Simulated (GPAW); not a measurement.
Entries from a set of simulations; values are calculated unless marked as measured.

```cif
data_gaas
_symmetry_space_group_name_H-M 'F-43m'
_symmetry_Int_Tables_number 216
_cell_length_a 5.6537
_cell_length_b 5.6537
_cell_length_c 5.6537
_cell_angle_alpha 90.000
_cell_angle_beta 90.000
_cell_angle_gamma 90.000
_cell_volume 180.72
loop_
_atom_site_label
_atom_site_type_symbol
_atom_site_symmetry_multiplicity
_atom_site_Wyckoff_symbol
_atom_site_fract_x
_atom_site_fract_y
_atom_site_fract_z
_atom_site_occupancy
Ga1 Ga 4 a 0.00000 0.00000 0.00000 1
As1 As 4 d 0.25000 0.25000 0.75000 1
_calc_subject 'GaAs (F-43m): G0W0 with GPAW, start to end'
_calc_method 'DFT, PBE, plane waves, PAW (and 1 further level or step)'
_calc_program 'GPAW 26.7.0'
_calc_settings_of_one_run 'cutoff 450 eV, GPAW PAW setups 1.2.1 data release, 4×4×4 k-mesh, nbands 198'
_calc_cost '4 runs, 32 s in all on 8 MPI ranks of Arm Neoverse V1, shared host (the runs of this entry)'
_calc_notes 'The cell and positions come from the Crystallography Open Database and are kept as given unless a step says otherwise. Limits: no spin-orbit coupling. Bands and cutoff are finite, so the gap is not at the basis limit. The miss can reach some tenths of an eV and take either sign; the mesh is an error of its own. The 4×4×4 mesh is coarse for this cell, which bears on the long-range parts of exchange and screening.'
_calc_pbe_gap '0.59 eV, direct'
_calc_g0w0_gap_on_the_mesh '1.77 eV'
_calc_gw_settings '4×4×4 mesh, 188 bands, screening to 150 eV, Godby-Needs plasmon pole'
_calc_known_limits 'not at the basis limit; no spin-orbit coupling; coarse k mesh'
```

[Paths, hosts, dates, memory and timing lines, banners, echoed tables and standing remarks are left out of the program output.]

[Logs are printed without paths, hosts, clocks, repeated set-up lines and the standing remarks that a program may print on its own settings, such as how far it seeks lower states.]

[Runs of the session that timed out or met a known fault of the program may be left out.]

[Hosts, paths, dates, database ids (printed as entryN), source tags and the programs' standing remarks are cut or masked in the printed files.]
